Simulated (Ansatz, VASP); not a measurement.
This is a calculation of Rh for VASP 6.6.1.

The input INCAR:

```
SYSTEM = Rh
ALGO = Normal
DIPOL = 0.5 0.5 0.500
EDIFF = 1E-7
ENCUT = 520
GGA = PE
IDIPOL = 3
ISIF = 2
ISMEAR = -1
LASPH = .True.
LCHARG = .False.
LDIPOL = .True.
LREAL = .False.
LWAVE = .False.
NBANDS = 54
NELM = 100
PREC = Accurate
SIGMA = 0.05
```

The input KPOINTS:

```
k-points
0
Gamma
  11 11 1
  0 0 0
```

File POSCAR:

```
Rh
1.0
    2.6891977995      0.0000000000      0.0000000000
   -1.3445988998      2.3289136102      0.0000000000
    0.0000000000      0.0000000000     25.9786040438
Rh
6
Direct
    0.6666666667      0.3333333333      0.2886991151
    0.3333333333      0.6666666667      0.3732194691
    0.0000000000      0.0000000000      0.4577398230
    0.6666666667      0.3333333333      0.5422601770
    0.3333333333      0.6666666667      0.6267805309
    0.0000000000      0.0000000000      0.7113008849
```

Potentials or basis: VASP PAW PBE potentials, release 64 (Rh_pv).

The run is started by

```bash
$ cat potpaw_PBE.64/Rh_pv/POTCAR > POTCAR
$ mpirun -np 1 vasp_std > vasp.out
```

Task: Set up the same calculation for Ansatz 0.2.0. Potentials there: Ansatz PAW.

Result: As run (the cutoff follows the program's own potentials):

File input.yaml:

```yaml
crystal:
  lattice:
    - [2.6891977995, 0.0, 0.0]
    - [-1.3445988998, 2.3289136102, 0.0]
    - [0.0, 0.0, 25.9786040438]
  atoms:
    - { symbol: Rh, position: [0.6666666667, 0.3333333333, 0.2886991151] }
    - { symbol: Rh, position: [0.3333333333, 0.6666666667, 0.3732194691] }
    - { symbol: Rh, position: [0.0, 0.0, 0.457739823] }
    - { symbol: Rh, position: [0.6666666667, 0.3333333333, 0.542260177] }
    - { symbol: Rh, position: [0.3333333333, 0.6666666667, 0.6267805309] }
    - { symbol: Rh, position: [0.0, 0.0, 0.7113008849] }
hamiltonian:
  xc: pbe
  pseudopotentials: { kind: paw }
kpoints:
  mp_grid: { grid: [11, 11, 1] }
scf:
  occupations: { method: fermi_dirac, width: 0.05 }
output:
  forces: true
  eigenvalues: true
efield:
  axis: 3
  dipole_correction: true
  ramp_width: 0.04
```

Potentials or basis: Ansatz PAW.

Launch:

```sh
$ ansatz run input.yaml --threads 4 --pin off --max-ram 11264MiB --backend cpu --events-out ev --progress --plain --runs-dir out
```

Both were run:

|  | VASP | Ansatz | Ansatz less VASP |
| --- | --- | --- | --- |
| gap on the k mesh at the Fermi level (eV) | none | none | - |
| rms of the force components (eV/Å) | 0.099 | 0.098 | -0.0001 |
| work function, face that differs most (eV) | 5.13 | 5.19 | +0.062 |

Atom by atom the forces differ by 0.001 eV/Å (rms over components). A gap of «none» marks a metal or a gap that the smearing closes. With one functional, cell and mesh, what is left measures potentials, basis and numerics. The two sets of potentials don't hold the same shells in valence.
